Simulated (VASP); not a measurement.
# From VASP inputs to Ansatz: TiO2 (fluorite)

INCAR

```
ENCUT = 600
EDIFFG = -5E-3
NSW = 40
SIGMA = 0.02
EDIFF = 1E-7
NBANDS = 19
LASPH = .TRUE.
ISMEAR = -1
LCHARG = .FALSE.
PREC = Accurate
LWAVE = .FALSE.
GGA = PE
LREAL = .FALSE.
NELM = 120
ISIF = 3
IBRION = 2
```

KPOINTS

```
KPOINTS created by Atomic Simulation Environment
0
Gamma
8 8 8
0 0 0
```

POSCAR

```
Ti O
 1.0000000000000000
     0.0000000000000000    2.6712364209000001    2.6712364209000001
     2.6712364209000001    0.0000000000000000    2.6712364209000001
     2.6712364209000001    2.6712364209000001    0.0000000000000000
 Ti  O
   1   2
Cartesian
  0.0000000000000000  0.0000000000000000  0.0000000000000000
  1.3356182104500001  1.3356182104500001  1.3356182104500001
  4.0068546313500004  4.0068546313500004  4.0068546313500004
```

VASP ran with the recommended PBE PAW datasets (24 valence electrons in the cell).

Question: Write an Ansatz input for this cell and level of theory.

Answer: 

```yaml
crystal:
  lattice:
    - [0.0, 2.6712364209, 2.6712364209]
    - [2.6712364209, 0.0, 2.6712364209]
    - [2.6712364209, 2.6712364209, 0.0]
  atoms:
    - { symbol: Ti, position: [0.0, 0.0, 0.0] }
    - { symbol: O, position: [0.25, 0.25, 0.25] }
    - { symbol: O, position: [0.75, 0.75, 0.75] }
kpoints:
  mp_grid: { grid: [8, 8, 8] }
hamiltonian:
  xc: pbe
scf:
  occupations: { method: fermi_dirac, width: 0.02 }
relax:
  f_tol: 0.005
  cell: {}
```

Other inputs would serve too.

```
                                              VASP                 Ansatz
relaxed cell vector lengths  3.418, 3.418, 3.418 Å  3.415, 3.415, 3.415 Å
        relaxed cell volume               28.24 Å³               28.17 Å³
```

The two codes use different PAW datasets and cutoffs. VASP's cell holds 24 valence electrons and Ansatz's 24.
